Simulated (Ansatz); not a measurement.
ZnS (Wurtzite-2H):

```
CELL_PARAMETERS angstrom
3.81100 0.00000 0.00000
-1.90550 3.30042 0.00000
0.00000 0.00000 6.23400
ATOMIC_POSITIONS crystal
Zn 0.66667 0.33333 0.50000
Zn 0.33333 0.66667 0.00000
S 0.66667 0.33333 0.88500
S 0.33333 0.66667 0.38500
```

Base run:

* Program: Ansatz 0.2.0
* Functional: m-r2SCAN
* Potentials or basis: Ansatz PAW
* Cutoff: 500 eV
* Density cutoff: 2000 eV
* k mesh: 8 × 8 × 5
* Occupations: fermi-dirac, width 0.05 eV
* Spin: no spin polarisation

Its results: band gap on the k mesh 2.82 eV, direct; pressure 0.1 GPa; largest force 0.317 eV/Å.

The run is repeated on the same cell with these changes: functional from m-r2SCAN to rPW86-PBE; cutoff from 500 eV to 420 eV; density cutoff from 2000 eV to 1680 eV. What comes out?

Band gap on the k mesh 2.15 eV, direct; pressure 5.0 GPa; largest force 0.332 eV/Å.

Caveats: the PAW data sets come from PBE, with cores solved anew for the run's functional, which leaves a small shift of forces and pressure; the potentials were made for another functional, which shifts forces and pressure (some runs).

Not every run made on this cell is shown here.
